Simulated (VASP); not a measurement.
# C (Fd-3m) in VASP: notebook

Runs on C. Level: r2SCAN. Tasks: relaxation of cell and atoms, single point.

Program: VASP 6.6.1. These are calculated values, not measurements. Logs are shortened: lines on timing, memory, paths and dates and some standing lists are left out, and cuts for length are marked.

### Step 1. The structure

The structure is cubic, space group Fd-3m (No. 227). Conventional cell: a = 3.567 Å, b = 3.567 Å, c = 3.567 Å, α = 90.00°, β = 90.00°, γ = 90.00°. C (site symmetry -43m) has 4 C at 1.54 Å as nearest neighbours.

This isn't the form of C at room conditions, which is graphite.

### Step 2. Relaxation of cell and atoms, r2SCAN

Contents of INCAR:

```
ALGO = Normal
EDIFF = 1E-7
EDIFFG = -0.002
ENCUT = 520
IBRION = 2
ISIF = 3
ISMEAR = 0
LASPH = True
LCHARG = False
LMIXTAU = True
LREAL = False
LWAVE = False
METAGGA = R2SCAN
NELM = 60
NSW = 80
PREC = Accurate
SIGMA = 0.02
```

Contents of KPOINTS:

```
k-points
0
Gamma
  14 14 14
```

Contents of POSCAR:

```
C
1.0
    0.0000000000      1.7833700000      1.7833700000
    1.7833700000      0.0000000000      1.7833700000
    1.7833700000      1.7833700000      0.0000000000
C
2
Direct
    0.0000000000      0.0000000000      0.0000000000
    0.2500000000      0.2500000000      0.2500000000
```

Potentials or basis: VASP PAW PBE potentials, release 64 (C).

The run is started by

```bash
$ cat potpaw_PBE.64/C/POTCAR > POTCAR
$ mpirun -np 1 vasp_std > vasp.out
```

OUTCAR:

```text
EDIFF = 1E-7
   EDIFFG = -0.002
   ENCUT = 520
   IBRION = 2
   ISIF = 3
   ISMEAR = 0
   LASPH = True
   LREAL = False
   METAGGA = R2SCAN
   NELM = 60
   NSW = 80
   PREC = Accurate

 ion  position               nearest neighbor table
   1  0.000  0.000  0.000-   2 1.54   2 1.54   2 1.54   2 1.54
   2  0.250  0.250  0.250-   1 1.54   1 1.54   1 1.54   1 1.54

  LATTYP: Found a face centered cubic cell.
 ALAT       =     3.5667400000

  Lattice vectors:

 A1 = (   0.0000000000,   1.7833700000,   1.7833700000)
 A2 = (   1.7833700000,   0.0000000000,   1.7833700000)
 A3 = (   1.7833700000,   1.7833700000,   0.0000000000)

Analysis of symmetry for initial positions (statically):
=====================================================================
 Subroutine PRICEL returns:
 Original cell was already a primitive cell.

 Routine SETGRP: Setting up the symmetry group for a
 face centered cubic supercell.

 Subroutine GETGRP returns: Found 48 space group operations
 (whereof 24 operations were pure point group operations)
 out of a pool of 48 trial point group operations.

The static configuration has the point symmetry T_d .
 The point group associated with its full space group is O_h .

Analysis of symmetry for dynamics (positions and initial velocities):
=====================================================================
 Subroutine PRICEL returns:
 Original cell was already a primitive cell.

 Routine SETGRP: Setting up the symmetry group for a
 face centered cubic supercell.

 Subroutine GETGRP returns: Found 48 space group operations
 (whereof 24 operations were pure point group operations)
 out of a pool of 48 trial point group operations.

The dynamic configuration has the point symmetry T_d .
 The point group associated with its full space group is O_h .

 Subroutine INISYM returns: Found 48 space group operations
 (whereof 24 operations are pure point group operations),
 and found     1 'primitive' translations

----------------------------------------------------------------------------------------

                                     Primitive cell

  volume of cell :      11.3437

  direct lattice vectors                    reciprocal lattice vectors
     0.000000000  1.783370000  1.783370000    -0.280368067  0.280368067  0.280368067
     1.783370000  0.000000000  1.783370000     0.280368067 -0.280368067  0.280368067
     1.783370000  1.783370000  0.000000000     0.280368067  0.280368067 -0.280368067

  length of vectors
     2.522066041  2.522066041  2.522066041     0.485611737  0.485611737  0.485611737

  position of ions in fractional coordinates (direct lattice)
     0.000000000  0.000000000  0.000000000
     0.250000000  0.250000000  0.250000000

  ion indices of the primitive-cell ions
   primitive index   ion index
                 1           1
                 2           2

----------------------------------------------------------------------------------------

 KPOINTS: k-points

Automatic generation of k-mesh.
 Grid dimensions read from file:
 generate k-points for:   14   14   14

 Generating k-lattice:

  Cartesian coordinates                     Fractional coordinates (reciprocal lattice)
    -0.020026291  0.020026291  0.020026291     0.071428571  0.000000000  0.000000000
     0.020026291 -0.020026291  0.020026291     0.000000000  0.071428571  0.000000000
     0.020026291  0.020026291 -0.020026291     0.000000000  0.000000000  0.071428571

  Length of vectors
     0.034686553  0.034686553  0.034686553

  Shift w.r.t. Gamma in fractional coordinates (k-lattice)
     0.000000000  0.000000000  0.000000000

 Subroutine IBZKPT returns following result:
 ===========================================

 Found    104 irreducible k-points:

 Following reciprocal coordinates:
            Coordinates               Weight
  0.000000  0.000000  0.000000      1.000000
  0.071429  0.000000  0.000000      8.000000
  0.142857  0.000000  0.000000      8.000000
  0.214286  0.000000  0.000000      8.000000
  0.285714  0.000000  0.000000      8.000000
  0.357143  0.000000  0.000000      8.000000
[... 16 lines left out ...]
  0.214286  0.142857  0.000000     24.000000
  0.285714  0.142857  0.000000     24.000000
 [... further k-points ...]
   k-points           NKPTS =    104   k-points in BZ     NKDIM =    104   number of bands    NBANDS=      8
   number of dos      NEDOS =    301   number of ions     NIONS =      2
   total plane-waves  NPLWV =   8000
   dimension x,y,z NGX =    20 NGY =   20 NGZ =   20
   dimension x,y,z NGXF=    40 NGYF=   40 NGZF=   40
   ions per type =               2
   NGX,Y,Z   is equivalent  to a cutoff of  13.18, 13.18, 13.18 a.u.
   NGXF,Y,Z  is equivalent  to a cutoff of  26.37, 26.37, 26.37 a.u.
 SYSTEM =  unknown system
   PREC   = accura    normal or accurate (medium, high low for compatibility)
   ISTART =      0    job   : 0-new  1-cont  2-samecut
   ICHARG =      2    charge: 1-file 2-atom 10-const
   ISPIN  =      1    spin polarized calculation?
   LNONCOLLINEAR =      F non collinear calculations
   LSORBIT =      F    spin-orbit coupling
   LASPH  =      T    aspherical Exc in radial PAW
   ENCUT  =  520.0 eV  38.22 Ry    6.18 a.u.   4.69  4.69  4.69*2*pi/ulx,y,z
   NELM   =     60;   NELMIN=  2; NELMDL= -5     # of ELM steps
   EDIFF  = 0.1E-06   stopping-criterion for ELM
   LREAL  =      F    real-space projection
   EDIFFG = -.2E-02   stopping-criterion for IOM
   NSW    =     80    number of steps for IOM
   IBRION =      2    ionic relax: 0-MD 1-quasi-New 2-CG
   NFREE  =      1    steps in history (QN), initial steepest desc. (CG)
   ISIF   =      3    stress and relaxation
   ISYM   =      2    0-nonsym 1-usesym 2-fastsym
   POTIM  = 0.5000    time-step for ionic-motion
   TEBEG  =    0.0;   TEEND  =   0.0 temperature during run
   PSTRESS=    0.0 pullay stress
   NELECT =       8.0000    total number of electrons
   NUPDOWN=      -1.0000    fix difference up-down
   EMIN   =  10.00;   EMAX   =-10.00  energy-range for DOS
   EFERMI =   0.00;   METHOD = LEGACY
   ISMEAR =     0;   SIGMA  =   0.02  broadening in eV -4-tet -1-fermi 0-gaus
   EFERMI_NEDOS =   21; number of points for ismear=-14 and -15
   IALGO  =     38    algorithm
   IMIX   =      4    mixing-type and parameters
     AMIX     =   0.40;   BMIX     =  1.00
     AMIX_MAG =   1.60;   BMIX_MAG =  1.00
  volume/ion in A,a.u.               =       5.67        38.28
  Fermi-wavevector in a.u.,A,eV,Ry     =   1.457203  2.753714 28.891161  2.123440
  Thomas-Fermi vector in A             =   2.574032
   LORBIT       =      0    0 simple, 1 ext, 2 COOP (PROOUT), +10 PAW based schemes
   METAGGA = R2SCAN    functional components
   LHFCALC =     F    Hartree Fock is set to
   AEXX    =    0.0000 exact exchange contribution
   IVDW    =     0    specifies the selected vdW correction
   LEPSILON=     F    determine dielectric tensor
   LRPA    =     F    only Hartree local field effects (RPA)
 conjugate gradient relaxation of ions
 non-spin polarized calculation
 Gauss-broadening in eV      SIGMA  =   0.02
  energy-cutoff  :      520.00
  volume of cell :       11.34
 maximum number of plane-waves:       316
   NGX =  9   NGY =  9   NGZ =  9

--------------------------------------- Ionic step        1  -------------------------------------------

 number of electron       7.9999999 magnetization

 Free energy of the ion-electron system (eV)
  ---------------------------------------------------
  ext. energy  EPLUGINS =         0.00000000
  ---------------------------------------------------
  free energy    TOTEN  =       -19.65731306 eV

  energy without entropy =      -19.65731306  energy(sigma->0) =      -19.65731306

------------------------ aborting loop because EDIFF is reached ----------------------------------------

  FORCE on cell =-STRESS in cart. coord.  units (eV):
  Direction    XX          YY          ZZ          XY          YZ          ZX
  --------------------------------------------------------------------------------------
  -------------------------------------------------------------------------------------
  Total       -0.0943369     -0.0943369     -0.0943369     -0.0000000      0.0000000     -0.0000000
  in kB      -13.3240977    -13.3240977    -13.3240977     -0.0000000      0.0000000     -0.0000000
  external PRESSURE =     -13.3240977 kB  Pullay stress =       0.0000000 kB
[... 57 lines left out ...]
  energy  without entropy=      -19.6572261204  energy(sigma->0) =      -19.65722612

--------------------------------------- Ionic step        3  -------------------------------------------

 number of electron       7.9999999 magnetization

 Free energy of the ion-electron system (eV)
  ---------------------------------------------------
  ext. energy  EPLUGINS =         0.00000000
  ---------------------------------------------------
  free energy    TOTEN  =       -19.65745658 eV

  energy without entropy =      -19.65745658  energy(sigma->0) =      -19.65745658

 E-fermi :   9.8934     XC(G=0): -14.2746

 val. band max:        9.7568613071   @ k =   0.0000   0.0000   0.0000
 cond. band min:      14.0841101788   @ k =   0.3571   0.3571   0.0000
 fundamental gap:      4.3272488717
 Fermi energy:         9.8934068454

 k-point     1 :       0.0000    0.0000    0.0000
  band No.  band energies     occupation
      1     -12.9805      2.00000
      2       9.7569      2.00000
      3       9.7569      2.00000
      4       9.7569      2.00000
      5      15.6007      0.00000
      6      15.6007      0.00000
      7      15.6007      0.00000
      8      23.6475      0.00000
[... 243 lines left out ...]
 k-point    24 :       0.2857    0.1429    0.0000
  band No.  band energies     occupation
      1     -10.8333      2.00000
      2       3.3334      2.00000
      3       6.2263      2.00000
      4       6.9685      2.00000
      5      15.9597      0.00000
      6      20.2573      0.00000
      7      20.4044      0.00000
      8      22.7942      0.00000

 [... further k-points ...]

------------------------ aborting loop because EDIFF is reached ----------------------------------------

  FORCE on cell =-STRESS in cart. coord.  units (eV):
  Direction    XX          YY          ZZ          XY          YZ          ZX
  --------------------------------------------------------------------------------------
  -------------------------------------------------------------------------------------
  Total        0.0010367      0.0010367      0.0010367      0.0000000      0.0000000     -0.0000000
  in kB        0.1468682      0.1468682      0.1468682      0.0000000      0.0000000     -0.0000000
  external PRESSURE =       0.1468682 kB  Pullay stress =       0.0000000 kB
[... 17 lines left out ...]
  FREE ENERGIE OF THE ION-ELECTRON SYSTEM (eV)
  ---------------------------------------------------
  free  energy   TOTEN  =       -19.6574565762 eV

  energy  without entropy=      -19.6574565762  energy(sigma->0) =      -19.65745658

 reached required accuracy - stopping structural energy minimisation
```

Wall time 46 s (1 thread of Intel Xeon 6975P-C (Granite Rapids), shared host); peak memory 0.12 GiB.

Results:

| Item | Value |
| --- | --- |
| Free energy | -19.6575 eV |
| Relaxed volume | 5.65 Å³/atom |
| Relaxed cell | a = 2.520 Å, b = 2.520 Å, c = 2.520 Å, α = 60.00°, β = 60.00°, γ = 60.00° |
| Space group after relaxing (to 0.05 Å) | Fd-3m (No. 227) |
| Energy gained by relaxing | 0.1 meV/atom |
| Ionic steps | 3 |
| Pressure after relaxing | 0.0 GPa |
| Band gap on the k mesh | 4.33 eV, indirect (least direct gap 5.84 eV) |

Step by step:
```tsv
step	energy change (eV)	largest force (eV/Å)	pressure (GPa)	volume (Å³)
1	0.0000	0.0000	-1.33	11.34
2	0.0001	0.0000	1.73	11.27
3	-0.0001	0.0000	0.01	11.31
```

Final structure:
```
CELL_PARAMETERS angstrom
0.00000 1.78157 1.78157
1.78157 0.00000 1.78157
1.78157 1.78157 0.00000
ATOMIC_POSITIONS crystal
C 0.00000 0.00000 0.00000
C 0.25000 0.25000 0.25000
```

Levels at points of the mesh, in eV from the valence-band top:
```
           k point  band 2  band 3  band 4  band 5  band 6  band 7
(0.00, 0.00, 0.00)    0.00    0.00    0.00    5.84    5.84    5.84
(0.50, 0.00, 0.00)  -14.08   -2.99   -2.99    8.89    8.89    9.17
(0.50, 0.50, 0.00)  -13.61   -6.68   -6.68    5.01    5.01   17.92
```

Caveat: the PAW data sets were made with another functional, which shifts forces and pressure a little. A k mesh can miss the band edges.

[end of part 1 of 2]
